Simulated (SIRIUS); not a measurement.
# Ni (Fm-3m) in SIRIUS: equation of state, part 3 of 3

SIRIUS 7.12.0. The steps go on from the part before.

## Step 7: Equation of state, PBEsol, collinear spin, ferromagnetic start, 11.12 Å³/atom (volume scaled by 1.06)

File sirius.json:

```json
{
  "control": {
    "processing_unit": "cpu",
    "std_evp_solver_name": "lapack",
    "gen_evp_solver_name": "lapack",
    "verbosity": 2,
    "print_forces": false,
    "ortho_rf": true,
    "use_second_variation": true,
    "rmt_max": 3.0,
    "num_bands_to_print": 19,
    "save_wf": true
  },
  "parameters": {
    "electronic_structure_method": "full_potential_lapwlo",
    "xc_functionals": ["XC_GGA_X_PBE_SOL", "XC_GGA_C_PBE_SOL"],
    "core_relativity": "dirac",
    "valence_relativity": "iora",
    "num_fv_states": 19,
    "smearing": "fermi_dirac",
    "smearing_width": 0.0018374661,
    "pw_cutoff": 20,
    "gk_cutoff": 3.93,
    "lmax_apw": 10,
    "lmax_rho": 8,
    "lmax_pot": 8,
    "num_mag_dims": 1,
    "auto_rmt": 0,
    "ngridk": [13, 13, 13],
    "shiftk": [0, 0, 0],
    "num_dft_iter": 80,
    "energy_tol": 1e-07,
    "density_tol": 1e-05,
    "use_symmetry": true
  },
  "settings": {"tol_ne": 1e-10},
  "iterative_solver": {"type": "exact"},
  "mixer": {"type": "anderson", "beta": 0.4, "max_history": 8},
  "unit_cell": {
    "lattice_vectors": [[0.0, 3.3479363924, 3.3479363924], [3.3479363924, 0.0, 3.3479363924], [3.3479363924, 3.3479363924, 0.0]],
    "atom_types": ["Ni"],
    "atom_files": {"Ni": "Ni.json"},
    "atoms": {"Ni": [[0.0, 0.0, 0.0, 0.0, 0.0, 1.0]]}
  }
}
```

File Ni.json:

```json
{
  "name": "nickel",
  "symbol": "Ni",
  "number": 28,
  "mass": 58.6934,
  "rmin": 1e-06,
  "rmt": 2.24,
  "nrmt": 800,
  "rinf": 14.89,
  "core": "1s2s2p",
  "valence": [
    {"basis": [{"enu": 0.07, "dme": 0, "n": 0, "auto": 0}, {"enu": 0.07, "dme": 1, "n": 0, "auto": 0}]},
    {"l": 0, "n": 1, "basis": [{"enu": 0.17, "dme": 0, "n": 0, "auto": 0}]},
    {"l": 1, "n": 2, "basis": [{"enu": 0.17, "dme": 0, "n": 0, "auto": 0}]},
    {"l": 2, "n": 3, "basis": [{"enu": 0.1591, "dme": 0, "n": 0, "auto": 0}]},
    {"l": 3, "n": 4, "basis": [{"enu": 0.17, "dme": 0, "n": 0, "auto": 0}]}
  ],
  "lo": [
    {"l": 0, "basis": [{"enu": 0.17, "dme": 0, "n": 0, "auto": 0}, {"enu": 0.17, "dme": 1, "n": 0, "auto": 0}]},
    {
      "l": 0,
      "basis": [{"enu": -3.6666, "dme": 0, "n": 3, "auto": 1}, {"enu": -3.6666, "dme": 1, "n": 3, "auto": 1}]
    },
    {
      "l": 0,
      "basis": [{"enu": -3.6666, "dme": 1, "n": 3, "auto": 1}, {"enu": 0.17, "dme": 0, "n": 0, "auto": 0}]
    },
    {"l": 0, "basis": [{"enu": 0.17, "dme": 0, "n": 0, "auto": 0}, {"enu": 3.3588, "dme": 0, "n": 0, "auto": 0}]},
    {"l": 1, "basis": [{"enu": 0.17, "dme": 0, "n": 0, "auto": 0}, {"enu": 0.17, "dme": 1, "n": 0, "auto": 0}]},
    {
      "l": 1,
      "basis": [{"enu": -2.2309, "dme": 0, "n": 3, "auto": 1}, {"enu": -2.2309, "dme": 1, "n": 3, "auto": 1}]
    },
    {
      "l": 1,
      "basis": [{"enu": -2.2309, "dme": 1, "n": 3, "auto": 1}, {"enu": 0.17, "dme": 0, "n": 0, "auto": 0}]
    },
    {"l": 1, "basis": [{"enu": 0.17, "dme": 0, "n": 0, "auto": 0}, {"enu": 3.8371, "dme": 0, "n": 0, "auto": 0}]},
    {
      "l": 2,
      "basis": [{"enu": 0.1591, "dme": 0, "n": 0, "auto": 0}, {"enu": 0.1591, "dme": 1, "n": 0, "auto": 0}]
    },
    {
      "l": 2,
      "basis": [{"enu": 0.1591, "dme": 1, "n": 0, "auto": 0}, {"enu": 0.1591, "dme": 2, "n": 0, "auto": 0}]
    },
    {
      "l": 2,
      "basis": [{"enu": 0.1591, "dme": 0, "n": 0, "auto": 0}, {"enu": 3.2681, "dme": 0, "n": 0, "auto": 0}]
    },
    {"l": 3, "basis": [{"enu": 0.17, "dme": 0, "n": 0, "auto": 0}, {"enu": 0.17, "dme": 1, "n": 0, "auto": 0}]},
    {"l": 3, "basis": [{"enu": 0.17, "dme": 0, "n": 0, "auto": 0}, {"enu": 3.6378, "dme": 0, "n": 0, "auto": 0}]}
  ],
  "free_atom": [... radial grid and density of the free atom, the start of the SCF ...]
}
```

File sirius_start.json:

```json
{
  "control": {
    "processing_unit": "cpu",
    "std_evp_solver_name": "lapack",
    "gen_evp_solver_name": "lapack",
    "verbosity": 1,
    "print_forces": false,
    "ortho_rf": true,
    "use_second_variation": true,
    "rmt_max": 3.0,
    "num_bands_to_print": 19,
    "save_wf": false
  },
  "parameters": {
    "electronic_structure_method": "full_potential_lapwlo",
    "xc_functionals": ["XC_LDA_X", "XC_LDA_C_PW"],
    "core_relativity": "dirac",
    "valence_relativity": "iora",
    "num_fv_states": 19,
    "smearing": "fermi_dirac",
    "smearing_width": 0.0055123983,
    "pw_cutoff": 20,
    "gk_cutoff": 3.14,
    "lmax_apw": 10,
    "lmax_rho": 8,
    "lmax_pot": 8,
    "num_mag_dims": 1,
    "auto_rmt": 0,
    "ngridk": [5, 5, 5],
    "shiftk": [0, 0, 0],
    "num_dft_iter": 30,
    "energy_tol": 0.01,
    "density_tol": 0.05,
    "use_symmetry": true
  },
  "settings": {"tol_ne": 1e-10},
  "iterative_solver": {"type": "exact"},
  "mixer": {"type": "anderson", "beta": 0.4, "max_history": 8},
  "unit_cell": {
    "lattice_vectors": [[0.0, 3.3479363924, 3.3479363924], [3.3479363924, 0.0, 3.3479363924], [3.3479363924, 3.3479363924, 0.0]],
    "atom_types": ["Ni"],
    "atom_files": {"Ni": "Ni.json"},
    "atoms": {"Ni": [[0.0, 0.0, 0.0, 0.0, 0.0, 1.0]]}
  }
}
```

Run with:

```sh
OMP_NUM_THREADS=1 sirius.scf --input=sirius_start.json --output=start.json
OMP_NUM_THREADS=1 sirius.scf --input=sirius.json --output=output.json --task=1
```

It took 21 s on 1 thread of AMD EPYC 9R45 (Zen 5), shared host; peak memory 0.47 GiB.

Results (log left out):

| Quantity | Value |
| --- | --- |
| Free energy | -41349.2455 eV |
| Band gap on the k mesh | none (metal or under the smearing width) |
| Net moment | 0.63 μB per cell |
| Site moments | Ni +0.66 μB |
| All electrons inside the program's atomic spheres | Ni 26.95 (radii Ni 2.24 bohr) |

## Step 8: Equation of state, PBEsol, collinear spin, ferromagnetic start

Potentials or basis: all-electron FP-LAPW, apw+lo standard.

No new run: the results of the series are fitted here.

Results:

| Item | Value |
| --- | --- |
| Equilibrium volume | 10.36 Å³/atom |
| Bulk modulus | 235 GPa |
| Pressure derivative of the bulk modulus | 5.9 |

Energy against volume, from the lowest point:
```tsv
volume (Å³/atom)	energy (meV/atom)
9.862	19.29
10.072	5.80
10.282	0.00
10.492	0.58
10.702	7.10
10.912	18.41
11.122	34.12
```
